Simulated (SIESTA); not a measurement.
**TiB2: band structure with vdW-DF-C09**

TiB2:

```
Ti B
1.0
     3.02920    0.00000    0.00000
    -1.51460    2.62336    0.00000
     0.00000    0.00000    3.22840
Ti B
1 2
Direct
  0.00000 0.00000 0.00000
  0.66667 0.33333 0.50000
  0.33333 0.66667 0.50000
```

```json
{
  "Program": "SIESTA 5.4.2",
  "Task": "band structure",
  "Functional": "vdW-DF-C09",
  "Potentials or basis": "PseudoDojo 0.4 standard (PBE files)",
  "Basis": "DZP (energy shift 0.003 Ry; two zetas on semicore shells)",
  "Grid cutoff": "800 Ry",
  "Energy shift": "0.003 Ry",
  "k mesh": "10 × 10 × 8",
  "Occupations": "fermi-dirac, width 0.05 eV",
  "Spin": "no spin polarisation"
}
```

```
Pressure               : -0.9 GPa
Band gap on the k mesh : none (metal or under the smearing width)
```

Stress tensor (GPa, compression positive):
```
 0.83  0.00  0.00
 0.00  0.83  0.00
 0.00  0.00 -4.38
```

Levels at the corners of the path, in eV from the Fermi level:
```
point  band 5  band 6  band 7  band 8  band 9  band 10  band 11  band 12  band 13  band 14
    Γ  -13.39   -2.52   -2.52   -2.23   -2.09     1.99     1.99     3.76     3.76     5.95
    M   -9.27   -9.06   -3.18   -3.16   -2.23     1.42     2.84     3.32     3.51     7.62
    K   -8.14   -8.14   -7.27   -1.81   -1.81     1.46     1.46     2.07     7.12     7.12
    Γ  -13.39   -2.52   -2.52   -2.23   -2.09     1.99     1.99     3.76     3.76     5.95
    A  -11.40   -7.57   -0.43   -0.43   -0.12    -0.12     0.49     0.49     1.70     7.12
    L   -9.60   -7.41   -4.58   -3.80   -3.07     2.56     3.03     4.60     4.71     5.72
    H   -8.42   -8.42   -5.61   -3.11   -3.11     2.59     4.37     4.37     4.62     4.62
    A  -11.40   -7.57   -0.43   -0.43   -0.12    -0.12     0.49     0.49     1.70     7.12
    L   -9.60   -7.41   -4.58   -3.80   -3.07     2.56     3.03     4.60     4.71     5.72
    M   -9.27   -9.06   -3.18   -3.16   -2.23     1.42     2.84     3.32     3.51     7.62
    K   -8.14   -8.14   -7.27   -1.81   -1.81     1.46     1.46     2.07     7.12     7.12
    H   -8.42   -8.42   -5.61   -3.11   -3.11     2.59     4.37     4.37     4.62     4.62
```

It took 2.7 min on 1 thread of Intel(R) Xeon(R) 6975P-C (Granite Rapids) (shared host), peak memory 0.54 GiB.

Caveat: the potentials were made for another functional, which shifts forces and pressure; the basis of atomic orbitals isn't converged, which shifts pressures, moduli and gaps.
